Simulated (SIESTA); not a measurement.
The system is CoO.

```
Co O
1.0
     1.50547    0.86918    2.43993
    -1.50547    0.86918    2.43993
     0.00000   -1.73837    2.43993
Co O
1 1
Direct
  0.00000 0.00000 0.00000
  0.50000 0.50000 0.50000
```

The cell is a database's computed one.

Base run:

* Program: SIESTA 5.4.2
* Functional: PBE
* Potentials or basis: PseudoDojo 0.4 standard (PBE files)
* Basis: DZP (energy shift 0.003 Ry; two zetas on semicore shells)
* Grid cutoff: 800 Ry
* Energy shift: 0.003 Ry
* k mesh: 11 × 11 × 11
* Occupations: fermi-dirac, width 0.05 eV
* Spin: collinear spin, ferromagnetic start
* Starting moments: [2.0, 0.0] μB

Its results: band gap on the k mesh none (metal or under the smearing width); pressure 1.4 GPa; net moment 2.98 μB per cell; site moments Co +2.61; O +0.36 μB.

**Question.** The run is repeated on the same cell with these changes: functional from PBE to PBEsol; potentials or basis from PseudoDojo 0.4 standard (PBE files) to PseudoDojo 0.4 standard (PBEsol files). What comes out?

**Answer.** Band gap on the k mesh none (metal or under the smearing width); pressure -8.1 GPa; net moment 2.96 μB per cell; site moments Co +2.59; O +0.37 μB.

Caveats: short orbitals over semicore shells can move pressures by several GPa; the basis of atomic orbitals isn't converged, which shifts pressures, moduli and gaps; a cell with one magnetic atom can't hold antiferromagnetic order, which such compounds often take; semilocal functionals often make such compounds metallic where correlation or magnetic order opens a gap, which also shifts bond lengths.

Not every run made on this cell is shown here.
